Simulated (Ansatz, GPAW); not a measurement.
# Geometry or basis: what sets the conductance of butadiene-1,4-dithiol between two Ir chains, part 4 of 5

Wanted: T(E) of butadiene-1,4-dithiol between two Ir chains at a relaxed geometry in two programs, beside the unrelaxed structure.

GPAW 26.7.0 and Ansatz 0.2.0; Ansatz plane waves; relaxation of the junction with the lead ends held; PAW set soft_1 (the session's first sound run).

So far, transmission at the Fermi level (one spin): step 3 (plane waves, PBE) 0.464; step 4 (GPAW, dzp, PBE, GPAW) 0.481; step 5 (single-zeta polarised basis, PBE, GPAW) 0.475; step 6 (GPAW, sz: basis = "sz(dzp)", PBE, GPAW) 0.528; step 7 (LDA in the dzp basis: xc = "LDA") 0.474.

### Step 8. Without the relaxation: geometry = "as built"

Level of this step: GPAW LCAO, PAW setups; Landauer transmission from Green's functions with principal layers (ASE), zero bias (GPAW).

The dzp basis with PBE on the structure as first built shows what the relaxation was worth.

run.py reads:

```python
import json
import numpy as np
from ase import Atoms
from ase.transport.calculators import TransportCalculator
from gpaw import GPAW, FermiDirac
from gpaw.lcao.tools import get_lcao_hamiltonian
from scipy.linalg import eigh

# The junction with lead layers at both ends, along the third cell vector
device = Atoms(
    ['Ir', 'Ir', 'Ir', 'Ir', 'Ir', 'Ir', 'Ir', 'Ir', 'S', 'H', 'C', 'C', 'H', 'H', 'C', 'C', 'H', 'S', 'Ir', 'Ir', 'Ir', 'Ir', 'Ir', 'Ir', 'Ir', 'Ir'],
    positions=[
        [5.52442, 4.50000, 1.15000],
        [5.52442, 4.50000, 3.45000],
        [5.52442, 4.50000, 5.75000],
        [5.52442, 4.50000, 8.05000],
        [5.52442, 4.50000, 10.35000],
        [5.52442, 4.50000, 12.65000],
        [5.52442, 4.50000, 14.95000],
        [5.52442, 4.50000, 17.25000],
        [3.64537, 4.49999, 18.74304],
        [6.16474, 4.50000, 20.12671],
        [4.07405, 4.49999, 20.41871],
        [5.34559, 4.50000, 20.84291],
        [3.25000, 4.49999, 21.12671],
        [7.79883, 4.49999, 21.96271],
        [5.70325, 4.50000, 22.24650],
        [6.97479, 4.49999, 22.67070],
        [4.88409, 4.50000, 22.96270],
        [7.40347, 4.49999, 24.34637],
        [5.52442, 4.50000, 25.83941],
        [5.52442, 4.50000, 28.13941],
        [5.52442, 4.50000, 30.43941],
        [5.52442, 4.50000, 32.73941],
        [5.52442, 4.50000, 35.03941],
        [5.52442, 4.50000, 37.33941],
        [5.52442, 4.50000, 39.63941],
        [5.52442, 4.50000, 41.93941]],
    cell=[[11.04883, 0.0, 0.0], [0.0, 9.0, 0.0], [0.0, 0.0, 43.08941]],
    pbc=True)

# One principal layer of the lead: the first 5 atoms of the device
lead = Atoms(
    ['Ir', 'Ir', 'Ir', 'Ir', 'Ir'],
    positions=[
        [5.52442, 4.50000, 1.15000],
        [5.52442, 4.50000, 3.45000],
        [5.52442, 4.50000, 5.75000],
        [5.52442, 4.50000, 8.05000],
        [5.52442, 4.50000, 10.35000]],
    cell=[[11.04883, 0.0, 0.0], [0.0, 9.0, 0.0], [0.0, 0.0, 11.5]],
    pbc=True)

settings = dict(mode='lcao', basis='dzp', xc='PBE', h=0.2,
                occupations=FermiDirac(0.1), maxiter=250,
                mixer=dict(beta=0.1, nmaxold=8, weight=100.0),
                convergence=dict(density=0.0001))
energies = np.arange(-2, 2 + 1e-9, 0.025)
eta = 0.0001
n1, n2 = 1, 1
# k and -k transmit alike, so half of the mesh across the current serves
mesh = [(i, j) for i in range(n1) for j in range(n2) if (i, j) <= (-i % n1, -j % n2)]
weights = np.array([1 if (i, j) == (-i % n1, -j % n2) else 2 for i, j in mesh]) / (n1 * n2)


def ground_state(atoms, size, txt):
    atoms.calc = GPAW(kpts={'size': size, 'gamma': True}, symmetry={'tolerance': 1e-3}, txt=txt, **settings)
    atoms.get_potential_energy()
    return atoms.calc.get_fermi_level()


def blocks(atoms, fermi, points, nz, cells):
    """H - E_F S and S between cell 0 and the cells above it, at each point across the current."""
    kz = np.arange(nz) / nz
    calc = atoms.calc.fixed_density(kpts=[(*k, z) for k in points for z in kz], symmetry='off', txt=None)
    H, S = get_lcao_hamiltonian(calc)
    H = (H - fermi * S).reshape(len(H), len(points), nz, *S.shape[1:])
    S = S.reshape(H.shape[1:])
    phases = [np.exp(-2j * np.pi * kz * R) / nz for R in cells]
    return [(np.einsum('skzij,z->ksij', H, p), np.einsum('kzij,z->kij', S, p)) for p in phases]


def pair(a, b):
    return np.block([[a, b], [b.T.conj(), a]])


def count_channels(h, s, cells, nk=240):
    """Half the number of times that the lead's bands cross each energy, unfolded to its shortest repeat."""
    b = len(h) // cells
    bands = []
    for k in (np.arange(nk + 1) + 0.5) / nk:
        hk, sk = h[:b, :b].copy(), s[:b, :b].copy()
        for R in range(1, cells):
            phase, block = np.exp(2j * np.pi * k * R), slice(R * b, (R + 1) * b)
            hk += h[:b, block] * phase + (h[:b, block] * phase).T.conj()
            sk += s[:b, block] * phase + (s[:b, block] * phase).T.conj()
        w, u = eigh(sk)
        x = u[:, w > 1e-5] / w[w > 1e-5]**0.5  # drop near-dependent combinations
        bands.append(np.r_[eigh(x.T.conj() @ hk @ x, eigvals_only=True), [1e9] * (w <= 1e-5).sum()])
    below = np.array(bands)[:, :, None] < energies
    return (below[1:] != below[:-1]).sum((0, 1)) / 2


fermi_lead = ground_state(lead, (1, 1, 10), 'lead.txt')
fermi_device = ground_state(device, (1, 1, 2), 'device.txt')
T, channels, eigen, tail, misfit, shifts = [], [], [], 0.0, 0.0, []
for first in range(0, len(mesh), 164):
    points = [(i / n1, j / n2) for i, j in mesh[first:first + 164]]
    (H0k, S0k), (H1k, S1k), (H2k, _) = blocks(lead, fermi_lead, points, 5, range(3))
    [(Hk, Sk)] = blocks(device, fermi_device, points, 2, [0])
    tail = max(tail, abs(H2k).max())
    for H0, S0, H1, S1, H, S in zip(H0k, S0k, H1k, S1k, Hk, Sk):
        n = len(S0)
        # Shift the lead onto the potential of the device's first layer
        shift = ((H[:, 0, 0] - H0[:, 0, 0]) / S0[0, 0]).real.mean()
        shifts.append(shift)
        misfit = max(misfit, abs(H[:, :n, :n] - H0 - shift * S0).max())
        Tk, Ck, Ek = [], [], []
        for s in range(len(H)):
            t = s % len(H0)  # a lead without moments serves both spins
            h1, s1 = pair(H0[t] + shift * S0, H1[t] + shift * S1), pair(S0, S1)
            leads = dict(h1=h1, s1=s1, energies=energies, eta=eta, eta1=eta, eta2=eta)
            calc = TransportCalculator(h=H[s], s=S, eigenchannels=3, **leads)
            Tk.append(calc.get_transmission())
            Ek.append(np.sort(calc.eigenchannels_ne, axis=0)[::-1])
            Ck.append(count_channels(h1, s1, 10))
        T.append(Tk)
        channels.append(Ck)
        eigen.append(Ek)
T, channels = np.array(T), np.array(channels)
mean, open_channels = np.einsum('kse,k->se', T, weights), np.einsum('kse,k->se', channels, weights)

print(f'basis functions: device {len(S)}, principal layer {n}')
print(f'Fermi level: lead {fermi_lead:.4f} eV, device {fermi_device:.4f} eV; lead shifted by {np.mean(shifts):.4f} eV')
print(f'largest coupling past the next layer {tail:.2e} eV, largest misfit of the first layer {misfit:.3f} eV')
print('  E-E_F (eV)   ' + 'T (one spin)  channels')
for e, t, c in zip(energies, mean.T, open_channels.T):
    print(f'{e:10.3f}  ', *[f'{x:11.4e}' for x in t], *[f'{x:9.4f}' for x in c])

kT = 8.617333e-5 * 300
fine = np.linspace(energies[0], energies[-1], 4001)
both = np.exp(np.interp(fine, energies, np.log(np.maximum(mean.sum(0) * 2 / len(mean), 1e-30))))
fermi = lambda mu: 1 / (1 + np.exp(np.clip((fine - mu) / kT, -200, 200)))
slope = fermi(0) * (1 - fermi(0)) / kT
G = np.trapezoid(both * slope, fine) / 2
seebeck = -np.trapezoid(both * slope * fine, fine) / (2 * G * 300) * 1e6
print(f'conductance at 300 K: {G:.5g} G0 a cell; thermopower {seebeck:.4g} uV/K')
bias = [0.1, 0.2, 0.5, 1.0, 1.5, 2.0]
current = [38.74 * np.trapezoid(both * (fermi(V / 2) - fermi(-V / 2)), fine) for V in bias]
for V, I in zip(bias, current):
    print(f'current from the zero-bias T(E) at {V} V: {I:.5g} uA')
zero = abs(energies).argmin()
json.dump(dict(energies=energies.tolist(), T=mean.tolist(), channels=open_channels.tolist(), G=G, seebeck=seebeck,
               bias=bias, current=current, tail=tail, misfit=misfit, shift=np.mean(shifts), n_device=len(S), n_lead=n,
               fermi=[fermi_lead, fermi_device], energy=device.get_potential_energy(),
               moments=device.get_magnetic_moments().tolist(), mesh=mesh, weights=weights.tolist(),
               T_k=T[:, :, zero].tolist(), eigen=np.array(eigen[0]).tolist()), open('result.json', 'w'))
```

Launch:

```console
OMP_NUM_THREADS=1 OPENBLAS_NUM_THREADS=1 python run.py
```

Numbers of over 12 decimals in the logs are rounded to 6 here.

What it wrote:

```text
basis functions: device 530, principal layer 135
Fermi level: lead -4.1613 eV, device -3.9517 eV; lead shifted by -0.0125 eV
largest coupling past the next layer 1.48e-06 eV, largest misfit of the first layer 0.196 eV
  E-E_F (eV)   T (one spin)  [channel counts left out]
    -2.000    2.3628e-01
    -1.975    2.1214e-01
    -1.950    1.9245e-01
[...]
1.975    3.5071e-05
     2.000    1.1935e-04
conductance at 300 K: 0.59861 G0 a cell; thermopower 39.91 uV/K
current from the zero-bias T(E) at 0.1 V: 4.546 uA
current from the zero-bias T(E) at 0.2 V: 8.9001 uA
current from the zero-bias T(E) at 0.5 V: 26.081 uA
current from the zero-bias T(E) at 1.0 V: 48.475 uA
current from the zero-bias T(E) at 1.5 V: 67.239 uA
current from the zero-bias T(E) at 2.0 V: 83.351 uA
```

Elapsed: 5.8 min, on 1 thread of Arm Neoverse V1, shared host; peak memory 1.9 GiB.

Numbers from this step:

| Item | Value |
| --- | --- |
| conductance | 0.5986 G₀ |
| largest coupling past the next principal layer | 1.48e-6 eV |
| largest misfit of the first principal layer | 0.1957 eV |
| shift that aligns the lead | -0.01246 eV |
| transmission at the Fermi level (one spin) | 0.6387 |

One spin. Table of transmission, zone mean by energy, zero at the Fermi level:

energy (eV), transmission, zone mean and a bar:
```
   -2.000      0.236 #######
   -1.900      0.162 #####
   -1.800      0.126 ####
   -1.700      0.111 ###
   -1.600      0.113 ###
   -1.500      0.142 ####
   -1.400      0.313 #########
   -1.350      0.976 #############################
   -1.300      0.800 ########################
   -1.200      0.826 #########################
   -1.125      0.883 ###########################
   -1.100      0.870 ##########################
   -1.000      0.764 #######################
   -0.900      0.790 ########################
   -0.800      0.845 #########################
   -0.700      0.900 ###########################
   -0.600      0.950 #############################
   -0.500      0.981 ##############################
   -0.400      0.996 ##############################
   -0.300      0.997 ##############################
   -0.275      0.997 ##############################
   -0.200      0.974 #############################
   -0.100      0.803 ########################
    0.000      0.639 ###################
    0.100      0.173 #####
    0.175      0.983 ##############################
    0.200      0.884 ###########################
    0.300      0.212 ######
    0.400      0.089 ###
    0.500      0.052 ##
    0.600      0.037 #
    0.700      0.027 #
    0.800      0.023 #
    0.900      0.020 #
    1.000      0.018 #
    1.100      0.017 #
    1.200      0.017 
    1.300      0.016 
    1.400      0.016 
    1.500      0.016 
    1.600      0.016 
    1.700      0.015 
    1.800      0.012 
    1.900      0.004 
    2.000      0.000
```

The conductance, 0.599 G₀, lies 19 % above that of the dzp run. At 0.075 eV T drops to or jumps from 0.0471 where the lead's channel count changes: a band edge of the lead lies in the thermal window, and enters the average.

### Step 9. The ladder

Times are wall times on the hardware named with each run. The runs compared:

| no. | run | conductance (G₀) | time | memory (GiB) |
| --- | --- | --- | --- | --- |
| 1 | pw PBE | 0.5063 | 6.1 min | 6.6 |
| 2 | dzp | 0.5036 | 7.1 min | 1.8 |
| 3 | szp | 0.4959 | 4.2 min | 1.7 |
| 4 | sz | 0.5550 | 3.2 min | 1.7 |
| 5 | dzp LDA | 0.4962 | 6.7 min | 1.8 |
| 6 | asbuilt | 0.5986 | 5.8 min | 1.9 |

### Step 10. The levels side by side

The curves are compared point by point over the common energies.

This step: comparison of transmission and cost over codes, levels and geometry; PAW set soft_1 (GPAW 26.7.0).

Ladder, by row:

| step | code | T at the Fermi level (sum over the listed spins) | conductance (G0) | r.m.s. T(E) from the first | wall time (s) | peak memory (GiB) | threads |
| --- | --- | --- | --- | --- | --- | --- | --- |
| pw-pbe | Ansatz | 0.4637 | 0.5063 | 0 | 366.5 | 6.6 | 4 |
| dzp | GPAW | 0.4813 | 0.5036 | 0.1011 | 426.2 | 1.82 | 1 |
| szp | GPAW | 0.4749 | 0.4959 | 0.1807 | 251.5 | 1.74 | 1 |
| sz | GPAW | 0.5278 | 0.555 | 0.2602 | 193.8 | 1.7 | 1 |
| dzp-LDA | GPAW | 0.4742 | 0.4962 | 0.109 | 400.4 | 1.84 | 1 |
| asbuilt | GPAW | 0.6387 | 0.5986 | 0.3451 | 350.2 | 1.85 | 1 |

Table of transmission, zone mean, sum over the listed spins by energy, zero at the Fermi level:

| energy (eV) | pw-pbe | dzp | szp | sz | dzp-LDA | asbuilt |
| --- | --- | --- | --- | --- | --- | --- |
| -2.000 | 0.325 | 0.294 | 0.347 | 0.359 | 0.310 | 0.236 |
| -1.800 | 0.290 | 0.283 | 0.431 | 0.555 | 0.301 | 0.126 |
| -1.600 | 0.401 | 0.419 | 0.861 | 1.00 | 0.442 | 0.113 |
| -1.525 | 0.542 | 0.557 | 1.00 | 0.748 | 0.581 | 0.130 |
| -1.450 | 0.884 | 0.855 | 0.713 | 0.399 | 0.873 | 0.186 |
| -1.400 | 0.542 | 0.994 | 0.427 | 0.242 | 0.993 | 0.313 |
| -1.200 | 0.0904 | 0.0684 | 0.0329 | 0.0269 | 0.0682 | 0.826 |
| -1.025 | 0.193 | 0.122 | 0.0655 | 0.0379 | 0.120 | 0.783 |
| -1.000 | 0.0712 | 0.142 | 0.0798 | 0.0445 | 0.139 | 0.764 |
| -0.800 | 0.580 | 0.431 | 0.361 | 0.185 | 0.433 | 0.845 |
| -0.600 | 0.897 | 0.698 | 0.698 | 0.427 | 0.704 | 0.950 |
| -0.450 | 1.01 | 0.962 | 0.994 | 0.783 | 0.964 | 0.991 |
| -0.425 | 1.00 | 0.989 | 1.00 | 0.870 | 0.991 | 0.995 |
| -0.400 | 0.991 | 1.00 | 0.986 | 0.946 | 1.00 | 0.996 |
| -0.350 | 0.936 | 0.980 | 0.899 | 1.01 | 0.976 | 0.997 |
| -0.200 | 0.651 | 0.679 | 0.573 | 0.662 | 0.665 | 0.974 |
| 0.000 | 0.464 | 0.481 | 0.475 | 0.528 | 0.474 | 0.639 |
| 0.175 | 0.975 | 0.974 | 0.993 | 0.993 | 0.964 | 0.983 |
| 0.200 | 0.972 | 0.967 | 0.990 | 0.995 | 0.950 | 0.884 |
| 0.400 | 0.437 | 0.328 | 0.534 | 0.884 | 0.261 | 0.0893 |
| 0.600 | 0.987 | 0.933 | 0.201 | 0.0552 | 0.947 | 0.0367 |
| 0.800 | 0.0307 | 0.0202 | 0.0114 | 0.00590 | 0.0179 | 0.0226 |
| 1.000 | 0.00541 | 0.00459 | 0.00384 | 0.00245 | 0.00421 | 0.0181 |
| 1.200 | 0.00254 | 0.00252 | 0.00271 | 0.00194 | 0.00239 | 0.0165 |
| 1.400 | 0.00201 | 0.00218 | 0.00296 | 0.00229 | 0.00212 | 0.0160 |
| 1.600 | 0.00220 | 0.00243 | 0.00432 | 0.00352 | 0.00241 | 0.0157 |
| 1.800 | 0.00285 | 0.00247 | 0.00665 | 0.00554 | 0.00239 | 0.0122 |
| 2.000 | 0.00267 | 4.2e-5 | 8.0e-5 | 3.5e-5 | 4.3e-5 | 1.2e-4 |

(Continued in part 5 of 5.)

[Logs are printed without paths, hosts, clocks, repeated set-up lines and the standing remarks that a program may print on its own settings, such as how far it seeks lower states.]

[Hosts, paths, dates, database ids (printed as entryN), source tags and the programs' standing remarks are cut or masked in the printed files.]
